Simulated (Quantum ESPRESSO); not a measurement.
**CuAu in Quantum ESPRESSO: convergence with k mesh**

CuAu:

```xyz
2
Lattice="1.4431 0.8331 4.2562 -1.4431 0.8331 4.2562 0.0000 -1.6663 4.2562" Properties=species:S:1:pos:R:3 pbc="T T T"
Au   -0.0644    0.0626    0.0831
Cu    0.0123   -0.0668    6.3913
```

The cell comes from a database or a generator and needn't be the stable form of this composition.

The cell isn't the ideal one: atoms moved at random, drawn with an rms of 0.15 Å.

```yaml
Program: Quantum ESPRESSO 7.5
Task: single point
Functional: PBE
Potentials_or_basis: SSSP 1.3 efficiency PBE
Cutoff: 816 eV
Density_cutoff: 5987 eV
k_mesh: 1 × 1 × 1
Occupations: fermi-dirac, width 0.1 eV
Spin: no spin polarisation
```

These are the settings of the first run; the series varies k mesh, with any setting tied to it.

Hardware: 1 thread of Intel(R) Xeon(R) Platinum 8259CL CPU @ 2.50GHz (Skylake/Cascade Lake), with other jobs on the host.

```csv
k mesh,"energy less the tightest run, at zero smearing (meV/atom)",pressure (GPa),largest force (eV/Å),gap on the mesh (eV),SCF cycles,CPU time (s),peak memory (GiB)
1 × 1 × 1,-3335.25,-5.02,1.095,0.721,10,17,0.18
2 × 2 × 2,1263.84,11.51,0.706,0.000,10,33,0.18
3 × 3 × 3,-226.55,-2.22,0.670,0.000,10,40,0.18
4 × 4 × 4,99.28,1.30,0.671,0.000,9,78,0.19
5 × 5 × 5,-42.96,-0.59,0.682,0.000,9,120,0.21
6 × 6 × 6,30.17,0.51,0.672,0.000,10,250,0.24
7 × 7 × 7,0.00,-0.08,0.671,0.000,10,380,0.27
8 × 8 × 8,timed out after 500 s,-,-,-,-,-,-
```

Against the tightest run, the largest force stays within 0.005 eV/Å from 6 × 6 × 6 on; the gap on the mesh stays within 0.01 eV from 2 × 2 × 2 on. Not settled before the last step: the energy (to 1 meV/atom), the pressure (to 0.1 GPa). Meshes of other sizes hit other points, so gaps and Fermi surfaces needn't settle smoothly. The tightest run that finished is the yardstick and may itself not be fully converged.

Caveat, for the tightest run too: the k mesh is coarse (spacing up to 0.37 Å⁻¹), so the values aren't converged. The run has no spin-orbit coupling, so splittings on Au are missing.
